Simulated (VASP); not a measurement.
# C (P6_3/mmc) in VASP: further runs

The runs below take C through relaxation of cell and atoms, with RPBE+D4, revPBE+D3, revPBE+D3(BJ), revPBE+D4, r2SCAN.

The COD entry that gives the cell may itself be a prediction, so a difference from it is no test against experiment.

Program: VASP 6.6.1. These are calculated values, not measurements. Logs are shortened: lines on timing, memory, paths and dates and some standing lists are left out, and cuts for length are marked.

### 1 The crystal as given

It takes space group P6_3/mmc (No. 194, hexagonal). Conventional cell: a = 2.522 Å, b = 2.522 Å, c = 8.237 Å, α = 90.00°, β = 90.00°, γ = 120.00°. C (site symmetry 3m) is surrounded by 4 C at 1.54 Å. C (site symmetry 3m) has 4 C at 1.54 Å as nearest neighbours.

This is a hexagonal form of diamond, not graphite.

### 2 Relaxation of cell and atoms, RPBE+D4

INCAR

```
SYSTEM = C
PREC = Accurate ; ENCUT = 600
EDIFF = 1E-7 ; ISMEAR = -1
SIGMA = 0.05 ; LREAL = .False.
LASPH = .True. ; NELM = 80
ALGO = Normal ; ISIF = 3
LWAVE = .False. ; LCHARG = .False.
GGA = RP ; IVDW = 13
IBRION = 2 ; NSW = 40
EDIFFG = -0.01
```

KPOINTS

```
regular mesh
0
Gamma
  12 12 4
  0 0 0
```

POSCAR

```
C
1.0
    2.5221000000      0.0000000000      0.0000000000
   -1.2610500000      2.1842026709      0.0000000000
    0.0000000000      0.0000000000      8.2371000000
C
8
Direct
    0.6666666667      0.3333333333      0.8437500000
    0.3333333333      0.6666666667      0.3437500000
    0.6666666667      0.3333333333      0.6562500000
    0.3333333333      0.6666666667      0.1562500000
    0.0000000000      0.0000000000      0.9062500000
    0.0000000000      0.0000000000      0.4062500000
    0.0000000000      0.0000000000      0.5937500000
    0.0000000000      0.0000000000      0.0937500000
```

Potentials or basis: VASP PAW PBE potentials, release 64 (C).

The run is started by

```console
$ cat potpaw_PBE.64/C/POTCAR > POTCAR
$ mpirun -np 1 vasp_std > vasp.out
```

OUTCAR:

```text
SYSTEM = C
   PREC = Accurate
   ENCUT = 600
   EDIFF = 1E-7
   ISMEAR = -1
   LREAL = .False.
   LASPH = .True.
   NELM = 80
   ISIF = 3
   GGA = RP
   IVDW = 13
   IBRION = 2
   NSW = 40
   EDIFFG = -0.01

 ion  position               nearest neighbor table
   1  0.667  0.333  0.844-   3 1.54   5 1.54   5 1.54   5 1.54
   2  0.333  0.667  0.344-   4 1.54   6 1.54   6 1.54   6 1.54
   3  0.667  0.333  0.656-   1 1.54   7 1.54   7 1.54   7 1.54
   4  0.333  0.667  0.156-   2 1.54   8 1.54   8 1.54   8 1.54
   5  0.000  0.000  0.906-   8 1.54   1 1.54   1 1.54   1 1.54
   6  0.000  0.000  0.406-   7 1.54   2 1.54   2 1.54   2 1.54
   7  0.000  0.000  0.594-   6 1.54   3 1.54   3 1.54   3 1.54
   8  0.000  0.000  0.094-   5 1.54   4 1.54   4 1.54   4 1.54

  LATTYP: Found a hexagonal cell.
 ALAT       =     2.5221000000
 C/A-ratio  =     3.2659688355

  Lattice vectors:

 A1 = (   2.5221000000,   0.0000000000,   0.0000000000)
 A2 = (  -1.2610500000,   2.1842026709,   0.0000000000)
 A3 = (   0.0000000000,   0.0000000000,   8.2371000000)

Analysis of symmetry for initial positions (statically):
=====================================================================
 Subroutine PRICEL returns:
 Original cell was already a primitive cell.

 Routine SETGRP: Setting up the symmetry group for a
 hexagonal supercell.

 Subroutine GETGRP returns: Found 24 space group operations
 (whereof 12 operations were pure point group operations)
 out of a pool of 24 trial point group operations.

The static configuration has the point symmetry D_3d.
 The point group associated with its full space group is D_6h.

Analysis of symmetry for dynamics (positions and initial velocities):
=====================================================================
 Subroutine PRICEL returns:
 Original cell was already a primitive cell.

 Routine SETGRP: Setting up the symmetry group for a
 hexagonal supercell.

 Subroutine GETGRP returns: Found 24 space group operations
 (whereof 12 operations were pure point group operations)
 out of a pool of 24 trial point group operations.

The dynamic configuration has the point symmetry D_3d.
 The point group associated with its full space group is D_6h.

 Subroutine INISYM returns: Found 24 space group operations
 (whereof 12 operations are pure point group operations),
 and found     1 'primitive' translations

----------------------------------------------------------------------------------------

                                     Primitive cell

  volume of cell :      45.3764

  direct lattice vectors                    reciprocal lattice vectors
     2.522100000  0.000000000  0.000000000     0.396494984  0.228916486  0.000000000
    -1.261050000  2.184202671  0.000000000     0.000000000  0.457832972  0.000000000
[... 86 lines left out ...]
   NGXF,Y,Z  is equivalent  to a cutoff of  26.37, 26.37, 28.26 a.u.
 SYSTEM =  C
   PREC   = accura    normal or accurate (medium, high low for compatibility)
   ISTART =      0    job   : 0-new  1-cont  2-samecut
   ICHARG =      2    charge: 1-file 2-atom 10-const
   ISPIN  =      1    spin polarized calculation?
   LNONCOLLINEAR =      F non collinear calculations
   LSORBIT =      F    spin-orbit coupling
   LASPH  =      T    aspherical Exc in radial PAW
   ENCUT  =  600.0 eV  44.10 Ry    6.64 a.u.   5.04  5.04 16.45*2*pi/ulx,y,z
   NELM   =     80;   NELMIN=  2; NELMDL= -5     # of ELM steps
   EDIFF  = 0.1E-06   stopping-criterion for ELM
   LREAL  =      F    real-space projection
   EDIFFG = -.1E-01   stopping-criterion for IOM
   NSW    =     40    number of steps for IOM
   IBRION =      2    ionic relax: 0-MD 1-quasi-New 2-CG
   NFREE  =      1    steps in history (QN), initial steepest desc. (CG)
   ISIF   =      3    stress and relaxation
   ISYM   =      2    0-nonsym 1-usesym 2-fastsym
   POTIM  = 0.5000    time-step for ionic-motion
   TEBEG  =    0.0;   TEEND  =   0.0 temperature during run
   PSTRESS=    0.0 pullay stress
   NELECT =      32.0000    total number of electrons
   NUPDOWN=      -1.0000    fix difference up-down
   EMIN   =  10.00;   EMAX   =-10.00  energy-range for DOS
   EFERMI =   0.00;   METHOD = LEGACY
   ISMEAR =    -1;   SIGMA  =   0.05  broadening in eV -4-tet -1-fermi 0-gaus
   EFERMI_NEDOS =   21; number of points for ismear=-14 and -15
   IALGO  =     38    algorithm
   IMIX   =      4    mixing-type and parameters
     AMIX     =   0.40;   BMIX     =  1.00
     AMIX_MAG =   1.60;   BMIX_MAG =  1.00
  volume/ion in A,a.u.               =       5.67        38.28
  Fermi-wavevector in a.u.,A,eV,Ry     =   1.457186  2.753682 28.890486  2.123391
  Thomas-Fermi vector in A             =   2.574017
   LORBIT       =      0    0 simple, 1 ext, 2 COOP (PROOUT), +10 PAW based schemes
   GGA     = RP    functional components
   LHFCALC =     F    Hartree Fock is set to
   AEXX    =    0.0000 exact exchange contribution
   IVDW    =    13    specifies the selected vdW correction
   LEPSILON=     F    determine dielectric tensor
   LRPA    =     F    only Hartree local field effects (RPA)
 conjugate gradient relaxation of ions
 non-spin polarized calculation
  energy-cutoff  :      600.00
  volume of cell :       45.38
 maximum number of plane-waves:      1534
   NGX = 11   NGY = 11   NGZ = 33

--------------------------------------- Ionic step        1  -------------------------------------------

 number of electron      31.9999998 magnetization

 Free energy of the ion-electron system (eV)
  ---------------------------------------------------
  ext. energy  EPLUGINS =         0.00000000
  ---------------------------------------------------
  free energy    TOTEN  =       -68.84520554 eV

  energy without entropy =      -68.84520554  energy(sigma->0) =      -68.84520554

------------------------ aborting loop because EDIFF is reached ----------------------------------------

  DFT-D4 for vdW energy calculation

  Edisp (eV):   -4.24985
[... 359 lines left out ...]
--------------------------------------- Ionic step        9  -------------------------------------------

 number of electron      31.9999999 magnetization

 Free energy of the ion-electron system (eV)
  ---------------------------------------------------
  ext. energy  EPLUGINS =         0.00000000
  ---------------------------------------------------
  free energy    TOTEN  =       -68.82063392 eV

  energy without entropy =      -68.82063392  energy(sigma->0) =      -68.82063392

 E-fermi :  11.1667     XC(G=0): -13.2347

 val. band max:       10.1865029833   @ k =   0.0000   0.0000   0.0000
 cond. band min:      14.7576110935   @ k =   0.4167   0.0000   0.0000
 fundamental gap:      4.5711081102
 Fermi energy:        11.1666899370

 k-point     1 :       0.0000    0.0000    0.0000
  band No.  band energies     occupation
      1     -11.7055      2.00000
      2     -10.0443      2.00000
      3      -9.9439      2.00000
      4      -5.9730      2.00000
      5      -3.5196      2.00000
      6       3.2307      2.00000
[... 565 lines left out ...]
     20      17.7332      0.00000
     21      18.3202      0.00000

 [... further k-points ...]

------------------------ aborting loop because EDIFF is reached ----------------------------------------

  DFT-D4 for vdW energy calculation

  Edisp (eV):   -4.30509
[... 31 lines left out ...]
  FREE ENERGIE OF THE ION-ELECTRON SYSTEM (eV)
  ---------------------------------------------------
  free  energy   TOTEN  =       -73.1257222922 eV

  energy  without entropy=      -73.1257222921  energy(sigma->0) =      -73.12572229

 reached required accuracy - stopping structural energy minimisation
```

OSZICAR:

```text
N       E                     dE             d eps       ncg     rms          rms(c)
DAV:   1     0.102324358378E+03    0.10232E+03   -0.18728E+04  2394   0.166E+03
DAV:   2    -0.655078859131E+02   -0.16783E+03   -0.15715E+03  3324   0.275E+02
DAV:   3    -0.710225793583E+02   -0.55147E+01   -0.54751E+01  2980   0.491E+01
[... 66 lines left out ...]
       N       E                     dE             d eps       ncg     rms          rms(c)
DAV:   1    -0.688206330892E+02    0.12153E-02   -0.19207E-03  2479   0.327E-01    0.117E-02
DAV:   2    -0.688206344012E+02   -0.13120E-05   -0.39049E-05  2958   0.469E-02    0.800E-03
DAV:   3    -0.688206339034E+02    0.49777E-06   -0.26837E-06  2940   0.124E-02    0.256E-03
DAV:   4    -0.688206339175E+02   -0.14121E-07   -0.56167E-07  2794   0.517E-03
   9 F= -.73125722E+02 E0= -.73125722E+02  d E =-.832949E-05
```

CONTCAR:

```text
C
   1.00000000000000
     2.5023871443419736    0.0000000000000000    0.0000000000000000
    -1.2511935721709868    2.1671308371186555    0.0000000000000000
     0.0000000000000000   -0.0000000000000000    8.2534321056285247
  C
     8
Direct
     0.6666666667000030    0.3333333332999970    0.8444260281874172
     0.3333333332999970    0.6666666667000030    0.3444260281874173
     0.6666666667000030    0.3333333332999970    0.6555739718125828
     0.3333333332999970    0.6666666667000030    0.1555739718125827
     0.0000000000000000    0.0000000000000000    0.9070343314748290
     0.0000000000000000    0.0000000000000000    0.4070343314748290
     0.0000000000000000    1.0000000000000000    0.5929656685251710
     1.0000000000000000    1.0000000000000000    0.0929656685251710

  0.00000000E+00  0.00000000E+00  0.00000000E+00
  0.00000000E+00  0.00000000E+00  0.00000000E+00
  0.00000000E+00  0.00000000E+00  0.00000000E+00
  0.00000000E+00  0.00000000E+00  0.00000000E+00
  0.00000000E+00  0.00000000E+00  0.00000000E+00
  0.00000000E+00  0.00000000E+00  0.00000000E+00
  0.00000000E+00  0.00000000E+00  0.00000000E+00
  0.00000000E+00  0.00000000E+00  0.00000000E+00
```

It took 8.8 min on 1 thread of AMD EPYC 7R43 (Zen 3), shared host; peak memory 0.14 GiB.

What came out:

```
Free energy                            : -73.1257 eV
Relaxed volume                         : 5.59 Å³/atom
Relaxed cell                           : a = 2.502 Å, b = 2.502 Å, c = 8.253 Å, α = 90.00°, β = 90.00°, γ = 120.00°
Space group after relaxing (to 0.05 Å) : P6_3/mmc (No. 194)
Energy gained by relaxing              : 3.8 meV/atom
Ionic steps                            : 9
Pressure after relaxing                : 0.0 GPa
Band gap on the k mesh                 : 4.57 eV, indirect (least direct gap 5.33 eV)
Dispersion energy per atom             : -0.538 eV
```

Forces on the atoms (eV/Å):
```
C    0.000  0.000 -0.002
C    0.000  0.000 -0.002
C    0.000  0.000  0.002
C    0.000  0.000  0.002
C    0.000  0.000 -0.003
C    0.000  0.000 -0.003
C    0.000  0.000  0.003
C    0.000  0.000  0.003
```

The path:
```csv
step,energy change (eV),largest force (eV/Å),pressure (GPa),volume (Å³)
1,0.0000,0.3296,-5.86,45.38
2,0.0237,0.5415,8.04,44.02
3,-0.0304,0.0635,-0.29,44.79
4,-0.0304,0.0710,-0.17,44.78
5,-0.0304,0.0772,0.46,44.72
6,-0.0307,0.0155,0.13,44.75
7,-0.0307,0.0161,0.12,44.75
8,-0.0306,0.0230,-0.09,44.77
9,-0.0307,0.0027,0.04,44.76
```

Final structure:
```xyz
8
Lattice="2.5024 0.0000 0.0000 -1.2512 2.1671 0.0000 0.0000 0.0000 8.2534" Properties=species:S:1:pos:R:3 pbc="T T T"
C     1.2512    0.7224    6.9694
C     0.0000    1.4448    2.8427
C     1.2512    0.7224    5.4107
C     0.0000    1.4448    1.2840
C     0.0000    0.0000    7.4861
C     0.0000    0.0000    3.3594
C    -1.2512    2.1671    4.8940
C     1.2512    2.1671    0.7673
```

Levels at points of the mesh, in eV from the valence-band top:
```
           k point  band 12  band 13  band 14  band 15  band 16  band 17  band 18  band 19  band 20  band 21
(0.00, 0.00, 0.00)    -1.76    -1.76    -0.24     0.00     0.00     5.33     5.33     5.52     7.17     7.17
(0.50, 0.00, 0.00)    -5.11    -5.02    -4.75    -3.75    -3.01     4.64     5.62     6.03     6.07     6.73
(0.00, 0.00, 0.50)    -2.68    -0.66    -0.66    -0.66    -0.66     6.11     6.11     6.11     6.11     6.77
(0.50, 0.00, 0.50)    -6.10    -4.81    -4.81    -3.73    -3.73     4.98     4.98     7.05     7.05     7.64
```

Caveat: the PAW data sets were made with another functional, which shifts forces and pressure a little. A k mesh can miss the band edges.

### 3 Relaxation of cell and atoms, revPBE+D3

INCAR

```
SYSTEM = C
PREC = Accurate
ENCUT = 600
EDIFF = 1E-7
ISMEAR = -1
SIGMA = 0.05
LREAL = .FALSE.
LASPH = .TRUE.
NELM = 80
ALGO = Normal
ISIF = 3
LWAVE = .FALSE.
LCHARG = .FALSE.
GGA = RE
IVDW = 11
IBRION = 2
NSW = 60
EDIFFG = -0.005
```

KPOINTS

```
regular mesh
0
G
  12 12 4
  0 0 0
```

POSCAR is that of step 2.

Potentials or basis: VASP PAW PBE potentials, release 64 (C).

The run is started by

```console
$ cat potpaw_PBE.64/C/POTCAR > POTCAR
$ mpirun -np 1 vasp_std > vasp.out
```

It took 5.6 min on 1 thread of AMD EPYC 7R43 (Zen 3), shared host; peak memory 0.18 GiB.

The run converged. Its results:

```yaml
Free_energy: -71.1076 eV
Relaxed_volume: 5.70 Å³/atom
Relaxed_cell: a = 2.518 Å, b = 2.518 Å, c = 8.302 Å, α = 90.00°, β = 90.00°, γ = 120.00°
Space_group_after_relaxing_to_0.05_Å: P6_3/mmc (No. 194)
Energy_gained_by_relaxing: 2.3 meV/atom
Ionic_steps: 8
Pressure_after_relaxing: 0.0 GPa
Band_gap_on_the_k_mesh: 4.52 eV, indirect (least direct gap 5.30 eV)
Dispersion_energy_per_atom: -0.206 eV
```

Step by step:
| step | energy change (eV) | largest force (eV/Å) | pressure (GPa) | volume (Å³) |
| --- | --- | --- | --- | --- |
| 1 | 0.0000 | 0.3188 | 2.14 | 45.38 |
| 2 | 0.0117 | 0.4425 | -2.24 | 45.87 |
| 3 | -0.0183 | 0.0575 | 0.07 | 45.59 |
| 4 | -0.0183 | 0.0507 | 0.11 | 45.58 |
| 5 | -0.0183 | 0.0675 | -0.13 | 45.61 |
| 6 | -0.0185 | 0.0096 | -0.01 | 45.60 |
| 7 | -0.0185 | 0.0175 | 0.00 | 45.60 |
| 8 | -0.0185 | 0.0012 | 0.00 | 45.60 |

Final structure:
```
CELL_PARAMETERS angstrom
2.51831 0.00000 0.00000
-1.25915 2.18092 0.00000
0.00000 0.00000 8.30187
ATOMIC_POSITIONS crystal
C 0.66667 0.33333 0.84444
C 0.33333 0.66667 0.34444
C 0.66667 0.33333 0.65556
C 0.33333 0.66667 0.15556
C 0.00000 0.00000 0.90694
C 0.00000 0.00000 0.40694
C 0.00000 0.00000 0.59306
C 0.00000 0.00000 0.09306
```

Levels at points of the mesh, in eV from the valence-band top:
```
           k point  band 13  band 14  band 15  band 16  band 17  band 18  band 19  band 20
(0.00, 0.00, 0.00)    -1.72    -0.21     0.00     0.00     5.30     5.30     5.47     7.11
(0.50, 0.00, 0.00)    -4.93    -4.65    -3.66    -2.96     4.59     5.57     5.97     6.02
(0.00, 0.00, 0.50)    -0.65    -0.65    -0.65    -0.65     6.06     6.06     6.06     6.06
(0.50, 0.00, 0.50)    -4.71    -4.71    -3.65    -3.65     4.93     4.93     7.00     7.00
```

Caveat: the PAW data sets were made with another functional, which shifts forces and pressure a little. A k mesh can miss the band edges.

### 4 Relaxation of cell and atoms, revPBE+D3(BJ)

INCAR

```
SYSTEM = C
  ALGO = Fast
  EDIFF = 1E-6
  EDIFFG = -0.005
  ENCUT = 600
  GGA = RE
  IBRION = 2
  ISIF = 3
  ISMEAR = -1
  IVDW = 12
  LASPH = .True.
  LCHARG = .False.
  LREAL = .False.
  LWAVE = .False.
  NELM = 100
  NSW = 60
  PREC = Accurate
  SIGMA = 0.05
```

KPOINTS

```
k-points
0
Gamma
  12 12 4
  0 0 0
```

POSCAR is that of step 3.

The run is started by

```console
$ cat potpaw_PBE.64/C/POTCAR > POTCAR
$ mpirun -np 1 vasp_std > vasp.out
```

Wall time 5.1 min (1 thread of AMD EPYC 7R43 (Zen 3), shared host); peak memory 0.18 GiB.

It converged, with:

* Free energy: -72.6219 eV
* Relaxed volume: 5.61 Å³/atom
* Relaxed cell: a = 2.505 Å, b = 2.505 Å, c = 8.263 Å, α = 90.00°, β = 90.00°, γ = 120.00°
* Space group after relaxing (to 0.05 Å): P6_3/mmc (No. 194)
* Energy gained by relaxing: 3.1 meV/atom
* Ionic steps: 8
* Pressure after relaxing: 0.0 GPa
* Band gap on the k mesh: 4.56 eV, indirect (least direct gap 5.32 eV)
* Dispersion energy per atom: -0.399 eV

The path:
| step | energy change (eV) | largest force (eV/Å) | pressure (GPa) | volume (Å³) |
| --- | --- | --- | --- | --- |
| 1 | 0.0000 | 0.3247 | -4.30 | 45.38 |
| 2 | 0.0186 | 0.5115 | 5.76 | 44.38 |
| 3 | -0.0249 | 0.0593 | -0.27 | 44.95 |
| 4 | -0.0248 | 0.0714 | 0.32 | 44.88 |
| 5 | -0.0251 | 0.0086 | 0.02 | 44.92 |
| 6 | -0.0251 | 0.0091 | 0.01 | 44.92 |
| 7 | -0.0251 | 0.0156 | 0.00 | 44.92 |
| 8 | -0.0251 | 0.0007 | 0.00 | 44.92 |

Final structure:
```
CELL_PARAMETERS angstrom
2.50544 0.00000 0.00000
-1.25272 2.16978 0.00000
0.00000 0.00000 8.26253
ATOMIC_POSITIONS crystal
C 0.66667 0.33333 0.84442
C 0.33333 0.66667 0.34442
C 0.66667 0.33333 0.65558
C 0.33333 0.66667 0.15558
C 0.00000 0.00000 0.90702
C 0.00000 0.00000 0.40702
C 0.00000 0.00000 0.59298
C 0.00000 0.00000 0.09298
```

Levels at points of the mesh, in eV from the valence-band top:
```csv
k point,band 13,band 14,band 15,band 16,band 17,band 18,band 19,band 20
"(0.00, 0.00, 0.00)",-1.75,-0.23,0.00,0.00,5.32,5.32,5.51,7.16
"(0.50, 0.00, 0.00)",-5.00,-4.73,-3.73,-3.00,4.62,5.61,6.01,6.06
"(0.00, 0.00, 0.50)",-0.66,-0.66,-0.66,-0.66,6.10,6.10,6.10,6.10
"(0.50, 0.00, 0.50)",-4.79,-4.79,-3.71,-3.71,4.97,4.97,7.03,7.03
```

Caveat: the PAW data sets were made with another functional, which shifts forces and pressure a little. As with any semilocal functional, this revPBE gap is likely too small.

[end of part 1 of 2]
